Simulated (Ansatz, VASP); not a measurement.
## Be in VASP and in Ansatz

```
CELL_PARAMETERS angstrom
2.19175 0.00000 0.00000
-1.09587 1.89811 0.00000
0.00000 0.00000 3.46022
ATOMIC_POSITIONS crystal
Be 0.33333 0.66667 0.25000
Be 0.66667 0.33333 0.75000
```

Alike in both runs: functional PBE; k mesh 30 × 30 × 16; occupations gaussian, width 0.1 eV; no spin polarisation.

Ansatz relaxed the structure, and its values are those at the end. VASP's run is a single point on that final structure, the one shown.

|  | VASP | Ansatz |
| --- | --- | --- |
| version | VASP 6.6.1 | Ansatz 0.2.0 |
| potentials or method | VASP PAW PBE potentials, release 64 (Be) | scalar-relativistic, plane waves, PAW |
| plane-wave cutoff (eV) | 520 | 420 |
| valence electrons in the cell | 4 | 4 |

|  | VASP | Ansatz | Ansatz less VASP |
| --- | --- | --- | --- |
| gap on the k mesh at the Fermi level (eV) | none | none | - |
| pressure (GPa) | 13.8 | 13.5 | -0.22 |

A gap of «none» marks a metal or a gap that the smearing closes.
